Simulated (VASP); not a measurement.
# Pd: single point with r2SCAN

Pd:

```xyz
2
Lattice="0.0000 2.6784 2.6784 2.6784 0.0000 2.6784 2.6784 2.6784 0.0000" Properties=species:S:1:pos:R:3 pbc="T T T"
Pd   -0.4285   -0.9107   -0.9107
Pd    0.4285    0.9107    0.9107
```

This isn't the form of Pd at room conditions, which is fcc.

The cell isn't the ideal one: shortest bond scaled by 0.64, LAPW.

| Quantity | Value |
| --- | --- |
| Program | VASP 6.6.1 |
| Task | single point |
| Functional | r2SCAN |
| Potentials or basis | VASP PAW PBE potentials, release 64 (Pd) |
| Cutoff | 520 eV |
| k mesh | 10 × 10 × 10 |
| Occupations | fermi-dirac, width 0.05 eV |
| Spin | no spin polarisation |

| Item | Value |
| --- | --- |
| Pressure | 35.6 GPa |
| Largest force | 21.764 eV/Å |
| Band gap on the k mesh | none (metal or under the smearing width) |

Forces on the atoms (eV/Å):
```
Pd  -12.565  12.565  12.565
Pd   12.565 -12.565 -12.565
```

Stress tensor (GPa, compression positive):
```
 35.57 -45.87 -45.87
-45.87  35.57  45.87
-45.87  45.87  35.57
```

Levels at points of the mesh, in eV from the Fermi level:
| k point | band 7 | band 8 | band 9 | band 10 | band 11 | band 12 | band 13 | band 14 |
| --- | --- | --- | --- | --- | --- | --- | --- | --- |
| (0.00, 0.00, 0.00) | -3.08 | -2.56 | -2.56 | -0.74 | -0.74 | 10.79 | 11.80 | 11.83 |
| (0.50, 0.00, 0.00) | -2.30 | -2.30 | 0.45 | 1.09 | 1.28 | 1.28 | 9.13 | 9.13 |
| (0.00, 0.50, 0.00) | -2.08 | -1.82 | -1.66 | -1.57 | -0.92 | 2.26 | 10.08 | 10.42 |
| (0.50, 0.50, 0.00) | -2.59 | -2.51 | -1.29 | 0.38 | 1.59 | 3.75 | 4.78 | 7.79 |

It took 110 s on 1 thread of Intel(R) Xeon(R) 6975P-C (Granite Rapids), with other jobs on the host, peak memory 0.2 GiB.

Caveat: so large a pressure means that the cell lies far from this level's equilibrium, or that cutoff or potentials fall short; the potentials were made for another functional, which shifts forces and pressure.
